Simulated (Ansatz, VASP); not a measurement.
**Two plane-wave programs on BeTe**

File POSCAR:

```
BeTe
1.0
    0.0000000000      2.8839477902      2.8839477902
    2.8839477902      0.0000000000      2.8839477902
    2.8839477902      2.8839477902      0.0000000000
Be Te
1 1
Direct
    0.0000000000      0.0000000000      0.0000000000
    0.2500000000      0.2500000000      0.2500000000
```

Contents of INCAR.step1:

```
SYSTEM = BeTe
  PREC = Accurate
  ENCUT = 520
  ISMEAR = 0
  SIGMA = 0.02
  LREAL = .FALSE.
  LASPH = .TRUE.
  NELM = 80
  NBANDS = 11
  GGA = PE
  ALGO = Normal
  EDIFF = 1E-4
  LWAVE = .TRUE.
  LCHARG = .FALSE.
```

INCAR.step2

```
SYSTEM = BeTe
  PREC = Accurate
  ENCUT = 520
  EDIFF = 1E-7
  ISMEAR = 0
  SIGMA = 0.02
  LREAL = .FALSE.
  LASPH = .TRUE.
  NELM = 80
  ALGO = Normal
  ISIF = 2
  LWAVE = .FALSE.
  LCHARG = .TRUE.
  METAGGA = R2SCAN
  LMIXTAU = .TRUE.
  LELF = .TRUE.
  LVHAR = .TRUE.
  NBANDS = 11
  ISTART = 1
```

File KPOINTS:

```
regular mesh
0
G
  8 8 8
  0 0 0
```

Input for Ansatz:

```yaml
crystal:
  lattice:
    - [0.0, 2.8839477902, 2.8839477902]
    - [2.8839477902, 0.0, 2.8839477902]
    - [2.8839477902, 2.8839477902, 0.0]
  atoms:
    - { symbol: Be, position: [0.0, 0.0, 0.0] }
    - { symbol: Te, position: [0.25, 0.25, 0.25] }
basis:
  ecutwfc: 500
kpoints:
  mp_grid: { grid: [8, 8, 8] }
hamiltonian:
  xc: r2scan
scf:
  occupations: { method: gaussian, width: 0.02 }
output:
  forces: true
  stress: true
  eigenvalues: true
  write_density: true
  write_potential: true
  elf: true
  volumetric_format: npy
```

Alike in both runs: task single point; functional r2SCAN; k mesh 8 × 8 × 8; occupations gaussian, width 0.02 eV; no spin polarisation.

|  | VASP | Ansatz |
| --- | --- | --- |
| version | VASP 6.6.1 | Ansatz 0.2.0 |
| potentials or method | VASP PAW PBE potentials, release 64 (Be, Te) | scalar-relativistic, plane waves, PAW |
| plane-wave cutoff (eV) | 520 | 500 |
| valence electrons in the cell | 8 | 18 |

|  | VASP | Ansatz | Ansatz less VASP |
| --- | --- | --- | --- |
| gap on the k mesh at the Fermi level (eV) | 2.50 | 2.51 | +0.005 |
| least direct gap on the mesh (eV) | 3.96 | 3.95 | -0.012 |
| pressure (GPa) | -3.0 | -3.1 | -0.11 |

The two sets of potentials don't hold the same shells in valence.

Caveats: the PAW data sets were made with another functional, which shifts forces and pressure a little (VASP); spin-orbit coupling is left out, which moves the levels of the heavy elements. A k mesh can miss the band edges. r2SCAN opens gaps a little over a GGA but as a rule still falls short of measured ones.
